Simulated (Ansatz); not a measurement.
# Relaxation of InSb

Method: DFT PBE, scalar-relativistic, plane waves, PAW in Ansatz 0.2.0. (420 eV cutoff, 12×12×12 k-mesh, Gaussian smearing of 0.10 eV, no spin polarisation)

What was changed in CdTe: Cd → In, Te → Sb on all its sites, cell and atoms relaxed.

Command:

```bash
ansatz run input.yaml --threads 1 --pin off --max-ram 2560MiB --backend cpu --events-out ev --progress --plain --runs-dir out
```

Input:

```yaml
crystal:
  lattice:
    - [0.0, 3.3016537355, 3.3016537355]
    - [3.3016537355, 0.0, 3.3016537355]
    - [3.3016537355, 3.3016537355, 0.0]
  atoms:
    - { symbol: In, position: [0.0, 0.0, 0.0] }
    - { symbol: Sb, position: [0.25, 0.25, 0.25] }
basis:
  ecutwfc: 420
kpoints:
  mp_grid: { grid: [12, 12, 12] }
hamiltonian:
  xc: pbe
scf:
  occupations: { method: gaussian, width: 0.1 }
output:
  forces: true
  stress: true
  eigenvalues: true
relax:
  adjacent_minimum: "off"
  f_tol: 0.01
  max_steps: 60
  cell: { stress_tol: 0.1 }
```

F is the free energy. Steps run on the plane waves of an earlier cell, but the last one, and at times one on the way, on a freshly chosen basis, so a repeated geometry can differ a little in energy.

Steps:

```
step F − F(1) (eV) largest force component (eV/Å) V (Å³/atom) P (GPa)
   1         0.0000                           0.000       35.991     0.55
   2        -0.0013                           0.000       36.708    -0.19
   3        -0.0016                           0.000       36.519     0.00
   4        -0.0017                           0.000       36.519    -0.01
```

Relaxed structure:

```xyz
2
Lattice="0.0000 3.3177 3.3177 3.3177 0.0000 3.3177 3.3177 3.3177 0.0000" Properties=species:S:1:pos:R:3 pbc="T T T"
In    0.0000    0.0000    0.0000
Sb    1.6589    1.6589    1.6589
```

It takes space group F-43m (No. 216, cubic). Conventional cell: a = 6.635 Å, b = 6.635 Å, c = 6.635 Å, α = 90.00°, β = 90.00°, γ = 90.00°. In (site symmetry -43m) has 4 Sb at 2.87 Å as nearest neighbours. Sb (site symmetry -43m) has 4 In at 2.87 Å as nearest neighbours.

The run converged. It took 29 s on 1 thread of Intel(R) Xeon(R) 6975P-C (Granite Rapids) (shared host), peak memory 0.49 GiB.